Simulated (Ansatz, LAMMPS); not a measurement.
# An extra electron or hole in amorphous TiO2 at 3.55 g/cm^3 (84 atoms), part 2 of 4

Aim: add and remove one electron in amorphous TiO2 at 3.55 g/cm^3 (84 atoms), with atoms held and relaxed, and read trapping energy and localisation.

Ansatz 0.2.0; Kohn-Sham DFT, PBE, PAW (set soft_2), plane waves.

The cell: 28 Ti and 56 O. The quench rate of 50 K/ps is orders of magnitude faster than experiment. The starting topology of bonds comes from the classical model. The Brillouin zone is sampled at Γ only, in a cell whose shortest periodic width is 10 Å.

So far. Step 2 (Single point at the start): The r.m.s. force at the start is 0.66 eV/Å. Step 3 (Relaxation): The relaxation converged after 14 steps, 4.18 eV below its start, with a largest force component of 0.027 eV/Å.

## 4. Single point at the relaxed geometry

One more single point at the end of the walk gives the fuller output and checks the residual forces.

input.yaml

```yaml
crystal:
  lattice:
    - [10.1511, 0.0, 0.0]
    - [0.0, 10.1511, 0.0]
    - [0.0, 0.0, 10.1511]
  atoms:
    - { symbol: Ti, position: [0.32688, 0.137, 0.77775] }
    - { symbol: Ti, position: [0.76057, 0.58253, 0.95825] }
    - { symbol: Ti, position: [0.8381, 0.02311, 0.86958] }
    - { symbol: Ti, position: [0.97972, 0.33703, 0.87322] }
    - { symbol: Ti, position: [0.06286, 0.94085, 0.60323] }
    - { symbol: Ti, position: [0.20631, 0.10158, 0.34004] }
    [... 72 atom lines left out ...]
    - { symbol: O, position: [0.37171, 0.60255, 0.7322] }
    - { symbol: O, position: [0.90827, 0.81719, 0.17306] }
    - { symbol: O, position: [0.40327, 0.46084, 0.23007] }
    - { symbol: O, position: [0.39992, 0.82161, 0.58453] }
    - { symbol: O, position: [0.9867, 0.87142, 0.44681] }
    - { symbol: O, position: [0.12303, 0.08529, 0.50151] }
kpoints:
  mp_grid: { grid: [1, 1, 1] }
hamiltonian:
  xc: pbe
scf:
  occupations: { method: fixed }
output:
  forces: true
  stress: true
  populations: true
  dos:
    method: { smearing: { sigma: 0.15 } }
    de: 0.1
    projected: { site_lists: { O: [O], Ti: [Ti] } }
  eigenvalues: true
  write_density: true
  write_potential: true
  volumetric_format: npy
  elf: true
```

Started as:

```console
ansatz run input.yaml --threads 4 --pin off --max-ram 8192MiB --backend cpu --events-out ev --progress --plain --runs-dir out
```

Numbers of over 12 decimals in the logs are rounded to 6 here.

The log of the run:

```text
[...]
Crystal: 84 atoms, lattice volume = 1046.018 Å³
Basis set: ecut = 420 eV, 20341 PW (Γ), exchange–correlation on 144×144×144 points (8 copies of the dense FFT grid, shifted against one another)
Bands: 420, of which v1, the nominal top of the filled ones, is band 336 counted from 1 (335 counted from 0)
Symmetry: 1 space group operations
[...]
k-points: 1
[...]
SCF iter   1: F=—  HF=-101875.327694 eV  |F-HF|=—  |Δ(HF+E_count)|=         —  Δρ=4.77e-3  dr2=2.40e-1  ethr=1.77e-3  ⟨swp⟩=3.0  Hψ=1361  notcnv=0  defer=70
[...]
SCF iter  12: F=-101875.312048 eV  HF=-101875.312048 eV  |F-HF|=7.10e-9  |Δ(HF+E_count)|=   4.06e-8  Δρ=1.61e-6  dr2=3.60e-8  ethr=1.49e-11  ⟨swp⟩=7.0  Hψ=2155  notcnv=0
SCF 1 converged in 12 iterations: F = -101875.312048 eV  dr2 = 3.60e-8
[...]
SCF converged after 12 iterations
Free energy (F): -101875.312048 eV
[...]
Internal energy: -101875.312048 eV  (E = F + TS)
E sigma→0 (E₀):  -101875.312048 eV
Fermi energy:    6.372281 eV
[...]
--- Forces (eV/Å), atoms counted from 1 ---
  atom   1  Ti     0.00483935    -0.00199745     0.00650792
  atom   2  Ti    -0.00415139     0.00180465     0.00454249
  atom   3  Ti    -0.01045512     0.00116199    -0.01533313
  atom   4  Ti     0.00952293    -0.00079988    -0.01169500
  atom   5  Ti    -0.00818426    -0.00263170     0.00060106
  atom   6  Ti     0.00603910     0.00122624     0.00319182
  atom   7  Ti     0.00110728    -0.01316166     0.00287694
  atom   8  Ti     0.00042881    -0.00924441     0.00268365
  atom   9  Ti     0.00450206     0.00823632    -0.00267715
  atom  10  Ti     0.00838829    -0.00935016    -0.00466233
  atom  11  Ti    -0.00236854    -0.00416612     0.00269077
  atom  12  Ti    -0.00329925     0.00526430    -0.00433566
  atom  13  Ti     0.00761488     0.00564407    -0.00294761
  atom  14  Ti    -0.01117726     0.00385483     0.00028603
[...]
atom  83  O     -0.00008683    -0.00139097     0.00516554
  atom  84  O      0.00126017    -0.00315754    -0.00038502
  max |Σ_I F_I| component: 1.18e-4 eV/Å
--- Stress (GPa, compression-positive) ---
       -0.745568       0.203472       0.390033
        0.203472       2.572920       0.230233
        0.390033       0.230233       1.669779
  P = ⅓ Tr σ = 1.1657 GPa (11.657 kbar)
--- Band table (eV) ---
[...]
--- Löwdin populations: 84 sites ---
  site symbol       q [e]
     0     Ti     10.6814
     1     Ti     10.6511
     2     Ti     10.6854
[...]
83      O      6.6453
  spilling = 0.003403 (of n_electrons = 672.000000)
```

The job ended after 25 s (4 threads of Arm Neoverse V1, shared host; peak memory 1.5 GiB).

The run gave:

```
free energy                                      : -101875.3120 eV
free energy per atom                             : -1212.8013 eV/atom
SCF cycles                                       : 12
pressure                                         : 1.166 GPa
r.m.s. force component                           : 0.00669 eV/Å
longest force                                    : 0.02949 eV/Å
Fermi energy                                     : 6.372 eV
gap (highest filled to lowest empty level) : 2.592 eV
spilling of the projection                       : 0.003403
```

Löwdin charges by element and coordination (they lack the spilled electrons, 0.027 e an atom on average):

| element | coordination | atoms | mean charge (e) | spread | least | most |
| --- | --- | --- | --- | --- | --- | --- |
| O | all | 56 | -0.625 | 0.0466 | -0.717 | -0.521 |
| O | 2 | 26 | -0.586 | 0.0328 | -0.649 | -0.521 |
| O | 3 | 29 | -0.656 | 0.024 | -0.702 | -0.592 |
| O | 4 | 1 | -0.717 | 0 | -0.717 | -0.717 |
| Ti | all | 28 | 1.33 | 0.0201 | 1.29 | 1.38 |
| Ti | 4 | 6 | 1.32 | 0.0192 | 1.29 | 1.34 |
| Ti | 5 | 13 | 1.33 | 0.0188 | 1.31 | 1.38 |
| Ti | 6 | 9 | 1.34 | 0.0174 | 1.30 | 1.35 |

Density of states as counts of states in windows of 1 eV (from the Fermi level), total and the larger projections:

| from (eV) | to (eV) | total | O p | Ti d |
| --- | --- | --- | --- | --- |
| -10 | -5 | 0.0 | 0.0 | 0.0 |
| -5 | -4 | 41.1 | 28.9 | 9.8 |
| -4 | -3 | 98.6 | 70.8 | 23.8 |
| -3 | -2 | 66.9 | 52.9 | 11.5 |
| -2 | -1 | 81.3 | 70.0 | 9.1 |
| -1 | 0 | 47.0 | 43.1 | 3.1 |
| 0 | 1 | 1.1 | 1.0 | 0.1 |
| 1 | 2 | 0.0 | 0.0 | 0.0 |
| 2 | 3 | 29.5 | 2.2 | 26.4 |
| 3 | 4 | 74.2 | 9.7 | 61.3 |

With fixed occupations the program's Fermi level is the highest filled level; weight inside the gap is the broadening of levels at its edges.

Between -26 and -10 eV lie 112 more states.

The stored curve holds about 448 of the 672 electrons; the rest, give or take the few that broadening carries across the Fermi level, lie in deeper levels below its range.

The levels nearest the highest filled one (over half full), pooled over k-points and spins:

| level less the highest filled one (eV) | occupation |
| --- | --- |
| -0.413 | 2 |
| -0.391 | 2 |
| -0.358 | 2 |
| -0.242 | 2 |
| -0.187 | 2 |
| 0 | 2 |
| 2.59 | 0 |
| 2.64 | 0 |
| 2.68 | 0 |
| 2.73 | 0 |
| 2.73 | 0 |
| 2.77 | 0 |

Valence density in the bc plane at fractional x = 0.443, with atoms of Ti and O within 0.2 Å of it. It is the smooth field of the valence electrons, not physical close to the nuclei.

Values in e/Å³, 13 rows by 16 columns, each cell a mean:
```
0.1 0.2 1.0 3.4 1.4 0.1 0.0 0.0 0.0 0.0 0.0 0.1 0.2 0.5 0.4 0.1
0.0 0.1 1.0 4.1 1.7 0.1 0.0 0.0 0.0 0.0 0.0 0.1 0.6 4.2 3.3 0.3
0.1 0.2 0.3 0.3 0.1 0.1 0.1 0.1 0.1 0.4 0.2 0.1 0.3 2.1 1.6 0.2
0.3 1.9 1.9 0.3 0.0 0.0 0.1 0.1 0.5 1.1 0.6 0.1 0.1 0.2 0.1 0.1
0.4 3.2 3.1 0.4 0.0 0.0 0.1 0.3 0.6 0.4 0.2 0.1 0.6 1.1 0.3 0.1
0.1 0.3 0.3 0.1 0.0 0.1 1.5 3.1 0.7 0.1 0.0 0.1 1.3 2.5 0.6 0.1
0.1 0.0 0.0 0.0 0.1 0.4 2.2 3.8 0.7 0.1 0.0 0.1 0.4 0.6 0.2 0.1
0.1 0.0 0.0 0.1 0.7 5.3 3.6 0.5 0.1 0.0 0.1 0.7 0.6 0.2 0.1 0.1
0.0 0.0 0.0 0.1 0.7 4.9 3.3 0.4 0.1 0.1 0.6 4.3 2.8 0.3 0.1 0.0
0.0 0.0 0.0 0.1 0.1 0.2 0.9 2.5 0.9 0.1 0.3 1.3 0.9 0.1 0.0 0.0
0.2 0.1 0.2 0.2 0.1 0.1 0.6 1.7 0.8 0.2 0.3 0.6 0.3 0.1 0.2 0.4
1.0 3.4 4.4 0.6 0.1 0.0 0.1 0.1 0.1 0.2 1.4 4.8 1.7 0.2 0.5 1.8
0.5 3.9 5.1 0.8 0.1 0.0 0.0 0.0 0.0 0.1 0.6 1.8 0.8 0.2 0.2 0.5
```
Columns run along b (10.2 Å), rows up along c (10.2 Å). Atoms in or near the plane, at fractional coordinates: Ti at (0.35, 0.38), Ti at (0.12, 0.06), O at (0.11, 0.67), O at (0.86, 0.85), O at (0.22, 0.91), O at (0.73, 0.33), O at (0.45, 0.52), O at (0.71, 0.09).

ELF in the bc plane at fractional x = 0.443, with atoms of Ti and O within 0.2 Å of it. It is the smooth field of the valence electrons, not physical close to the nuclei.

Ten even steps from '_' (0.01) to '@' (0.82), each cell a mean:
```
______::==##@@@@%%==________________..----::......::....__
____..==%%%%**%%@@**..______________________::**%%%%##++..
____..++@@@@##%%@@++..____________________::##@@%%%%@@%%==
______::++%%@@@@##::____________::--::..__::##@@##**@@@@++
________..::====..____::..____::**##**==__..++@@@@@@@@##::
..--++++==::..______..--::____--**@@@@##::__..==****++--__
--%%@@@@@@##==______..::..__..::++##%%##--______....______
++@@@@**%%@@##::____________..::--==**==....--++++--..____
==%%@@%%@@@@**..______::--::..::......____--%%@@@@%%++..__
..++%%@@@@##--____..==##@@%%**::________..**@@@@@@@@##::__
__..::====::______--##@@@@%%@@%%--______..++%%@@@@@@++..__
::..______________::**@@##**@@@@==________::--==++==::__..
++--..____________..--++%%@@@@##--__________......____::==
++==..__________--##**++--==++--____..==++++::..______::==
::..____________++**::++++..________==%%@@@@%%++::____..::
____________..__==##++**==..::..__..**@@@@##@@@@++..______
________________..====--==##%%**..__++@@@@%%@@@@++..______
__________....______..**@@@@@@%%--__::**%%%%%%**::________
..______..----::____--%%@@@@@@%%--____..::::::..______..::
**--____..::==--..__::**@@@@@@++..__..==++++==..__..==##%%
%%----++==::......____--++++==..__..==@@@@@@@@++..--%%@@@@
%%--**++****..____________________::##@@**##@@**..--%%@@@@
++--**--==**::____________________::##@@@@@@@@==__..**%%@@
::..**##**----==--..______________..==%%@@%%==..____..--==
```
Columns run along b (10.2 Å), rows up along c (10.2 Å). Atoms in or near the plane, at fractional coordinates: Ti at (0.35, 0.38), Ti at (0.12, 0.06), O at (0.11, 0.67), O at (0.86, 0.85), O at (0.22, 0.91), O at (0.73, 0.33), O at (0.45, 0.52), O at (0.71, 0.09).

Between filled and empty levels lie 2.59 eV (at Γ alone); a semilocal functional tends to put such gaps too low. In a disordered cell it changes from sample to sample, and tail or defect levels can set it. Mean Löwdin charges: O -0.62, Ti +1.33 e (they miss 0.34 % of the electrons, so they add up to more than the cell's charge). The largest share in the top eV of filled states is O p (92 % of the projected weight), and in the lowest eV of empty states Ti d (88 % of the projected weight).

## 5. An extra electron, atoms held

The electron count changes by one with the atoms held: a vertical process, on a uniform background, with spin and a narrow Fermi–Dirac smearing. Its energy against the neutral cell hangs on the program's zero of potential.

input.yaml

```yaml
crystal:
  lattice:
    - [10.1511, 0.0, 0.0]
    - [0.0, 10.1511, 0.0]
    - [0.0, 0.0, 10.1511]
  atoms:
    [... the 84 atom lines of step 4 ...]
total_charge: -1
kpoints:
  mp_grid: { grid: [1, 1, 1] }
hamiltonian:
  xc: pbe
scf:
  occupations: { method: fermi_dirac, width: 0.01 }
  lower_state_search: "off"
output:
  forces: true
  stress: true
  populations: true
  dos:
    method: { smearing: { sigma: 0.1 } }
    de: 0.1
    projected: { site_lists: { O: [O], Ti: [Ti] } }
  eigenvalues: true
  write_density: true
  write_potential: true
  volumetric_format: npy
magnetization:
  spin_polarized: true
  initial_magnetization: 1
```

The log of the run:

```text
[...]
Crystal: 84 atoms, lattice volume = 1046.018 Å³
Basis set: ecut = 420 eV, 20341 PW (Γ), exchange–correlation on 144×144×144 points (8 copies of the dense FFT grid, shifted against one another)
Bands: 421, of which v1, the nominal top of the filled ones, is band 337 counted from 1 (336 counted from 0)
Symmetry: 1 space group operations
[...]
k-points: 1
[...]
Starting moments: Σ|m| = 1 μB on 84 of 84 sites
[...]
SCF iter   1: F=—  HF=-101875.361151 eV  |F-HF|=—  |Δ(HF+E_count)|=         —  Δρ=2.96e-2 (↑2.96e-2 ↓2.95e-2)  dr2=4.37e1  dr2_m=9.83e-2  M=1.000 μB ∫|m|=1.044 μB  β_m=1.00  ethr=3.10e-3  ⟨swp⟩=4.0  Hψ=2986  notcnv=0  defer=42
[...]
spin=Collinear: Resta preconditioning applied to the charge; magnetization (m = ρ↑ − ρ↓) channel mixes plain (no charge-response kernel on spin).
SCF iter   2: F=—  HF=-101870.026439 eV  |F-HF|=—  |Δ(HF+E_count)|=         —  Δρ=2.09e-2 (↑2.09e-2 ↓2.06e-2)  dr2=2.16e1  dr2_m=6.12e-2  M=0.914 μB ∫|m|=1.127 μB  β_m=0.30  ethr=3.10e-3  ⟨swp⟩=2.5  Hψ=1236  notcnv=0  defer=127
[...]
SCF iter   7: F=—  HF=-101866.207600 eV  |F-HF|=—  |Δ(HF+E_count)|=   9.96e-2  Δρ=1.99e-3 (↑1.99e-3 ↓1.85e-3)  dr2=1.50e-1  dr2_m=2.64e-3  M=0.996 μB ∫|m|=1.199 μB  β_m=0.30  ethr=5.72e-5  ⟨swp⟩=4.0  Hψ=1252  notcnv=0  defer=114
[...]
spin-set hold released at iteration 7 (site moments contracting): the magnetisation degrees of freedom join the quasi-Newton model from the next iteration; the mixer history was flushed
SCF iter   8: F=—  HF=-101866.235780 eV  |F-HF|=—  |Δ(HF+E_count)|=   2.82e-2  Δρ=1.53e-3 (↑1.53e-3 ↓1.33e-3)  dr2=7.16e-2  dr2_m=3.95e-3  M=0.997 μB ∫|m|=1.216 μB  β_m=0.41  ethr=2.23e-5  ⟨swp⟩=3.5  Hψ=928  notcnv=0  defer=114
[...]
SCF iter  23: F=-101866.321309 eV  HF=-101866.321309 eV  |F-HF|=1.80e-9  |Δ(HF+E_count)|=   7.74e-9  Δρ=5.38e-7 (↑5.38e-7 ↓3.88e-7)  dr2=1.27e-8  dr2_m=4.23e-10  M=0.999 μB ∫|m|=1.295 μB  ethr=3.80e-12  ⟨swp⟩=4.5  Hψ=3931  notcnv=0
SCF 1 converged in 23 iterations: F = -101866.321309 eV  dr2 = 1.27e-8
[...]
SCF converged after 23 iterations
Magnetization: 0.9989 μB (336.9994 up, 336.0006 down)
Absolute magnetization: 1.2913 μB (∫|ρ↑−ρ↓|, with the PAW one-centre terms)
[...]
Per-site moments (μB) at R_I (Å): [(0.0026127, 0.733229), (0.061175, 0.786082), (0.038065, 0.730894), (0.040685, 0.738157), (0.049143, 0.765996), [...]
Free energy (F): -101866.321309 eV
[...]
Internal energy: -101866.318630 eV  (E = F + TS)
E sigma→0 (E₀):  -101866.319970 eV
Entropy (-TS):   -0.002679 eV (-0.032 meV/atom)
Fermi energy:    9.051942 eV
[...]
--- Forces (eV/Å), atoms counted from 1 ---
  atom   1  Ti    -0.10199804     0.05309775     0.09025567
  atom   2  Ti     0.06449993    -0.09109606     0.03350184
  atom   3  Ti     0.09685215     0.01932632    -0.05201145
  atom   4  Ti     0.04847021    -0.11817801     0.07176365
  atom   5  Ti    -0.05509684     0.12588702     0.01068813
  atom   6  Ti     0.03035037     0.16640643     0.02957745
  atom   7  Ti    -0.04733336    -0.06422978    -0.09824410
  atom   8  Ti     0.02425790    -0.08093276     0.18468779
  atom   9  Ti    -0.23425288     0.03672493    -0.12702027
  atom  10  Ti    -0.16306162    -0.02488706     0.02650444
  atom  11  Ti     0.14486079    -0.04924515    -0.04674989
  atom  12  Ti     0.20076950     0.07326383     0.07259089
  atom  13  Ti     0.02004261    -0.23314805    -0.01950068
  atom  14  Ti     0.11682789     0.04376712    -0.10078133
[...]
atom  83  O     -0.08891444     0.00730651    -0.10475061
  atom  84  O     -0.08252922    -0.09693400     0.08053989
  max |Σ_I F_I| component: 1.14e-5 eV/Å
--- Stress (GPa, compression-positive) ---
       -0.768395       0.135329       0.348946
        0.135329       2.453002       0.217102
        0.348946       0.217102       1.646903
  P = ⅓ Tr σ = 1.1105 GPa (11.105 kbar)
--- Band table (eV) ---
[...]
--- Löwdin populations: 84 sites ---
  site symbol       q [e]    m [muB]
     0     Ti     10.6914     0.0039
     1     Ti     10.6771     0.0916
     2     Ti     10.7094     0.0645
[...]
83      O      6.6556    -0.0077
  spilling = 0.003425 (of n_electrons = 673.000000)
```

Elapsed: 68 s, on 4 threads; peak memory 2.5 GiB.

An extra electron, atoms held: the energy stands 8.99 eV above that of the reference, with a moment of 1.00 μB.

The levels nearest the highest filled one (over half full), pooled over k-points and spins:

| level less the highest filled one (eV) | occupation |
| --- | --- |
| -2.85 | 1 |
| -2.64 | 1 |
| -2.64 | 1 |
| 0 | 0.973 |
| 0.0738 | 0.022 |
| 0.0883 | 0.005 |
| 0.113 | 0 |
| 0.127 | 0 |

Spin density in the bc plane at fractional x = 0.443, with atoms of Ti and O within 0.2 Å of it.

Ten even steps from '_' (-0.37 × 1e-2 e/Å³) to '@' (2.61 × 1e-2 e/Å³), each cell a mean:
```
..........................................................
............__............................................
................................................____......
..............................................________....
..................................................__......
..........................................................
..........................................................
..........................................................
..........................................................
..........................................................
......................________............................
......................________............................
..................::::....................................
................::==++::..................................
..................==@@**::................................
..................--##**................____..............
..................::==--................______............
..........................____............................
........................______............................
..........................................................
........::::::............................................
..::--++**==::..........................____............__
..--**@@@@--::..........................____..............
..::::====................................................
```
Columns run along b (10.2 Å), rows up along c (10.2 Å). Atoms in or near the plane, at fractional coordinates: Ti at (0.35, 0.38), Ti at (0.12, 0.06), O at (0.11, 0.67), O at (0.86, 0.85), O at (0.22, 0.91), O at (0.73, 0.33), O at (0.45, 0.52), O at (0.71, 0.09).

(Part 2 of 4 ends here.)

[Logs are printed without paths, hosts, clocks, repeated set-up lines and the standing remarks that a program may print on its own settings, such as how far it seeks lower states.]

[Hosts, paths, dates, database ids (printed as entryN), source tags and the programs' standing remarks are cut or masked in the printed files.]
